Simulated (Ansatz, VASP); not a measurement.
MgB2: VASP beside Ansatz

```
CELL_PARAMETERS angstrom
3.08500 0.00000 0.00000
-1.54250 2.67169 0.00000
0.00000 0.00000 3.52300
ATOMIC_POSITIONS crystal
Mg 0.00000 0.00000 0.00000
B 0.66667 0.33333 0.50000
B 0.33333 0.66667 0.50000
```

Alike in both runs: task relaxation of cell and atoms; functional PBE; k mesh 10 × 10 × 8; occupations fermi-dirac, width 0.05 eV; no spin polarisation.

|  | VASP | Ansatz |
| --- | --- | --- |
| version | VASP 6.6.1 | Ansatz 0.2.0 |
| potentials or method | VASP PAW PBE potentials, release 64 (Mg, B) | Ansatz PAW |
| plane-wave cutoff (eV) | 600 | 420 |
| valence electrons in the cell | 8 | 16 |

|  | VASP | Ansatz | Ansatz less VASP |
| --- | --- | --- | --- |
| gap on the k mesh at the Fermi level, each at its own relaxed structure (eV) | none | none | - |
| relaxed volume (Å³/atom) | 9.60 | 9.62 | +0.018 |
| relaxed cell length with the largest relative difference (Å) | 3.509 | 3.512 | +0.0032 |

A gap of «none» marks a metal or a gap that the smearing closes. The two sets of potentials don't hold the same shells in valence.

Caveats: the plane-wave basis is chosen anew once the cell has moved, so the energies of steps on either side of that aren't comparable (Ansatz).
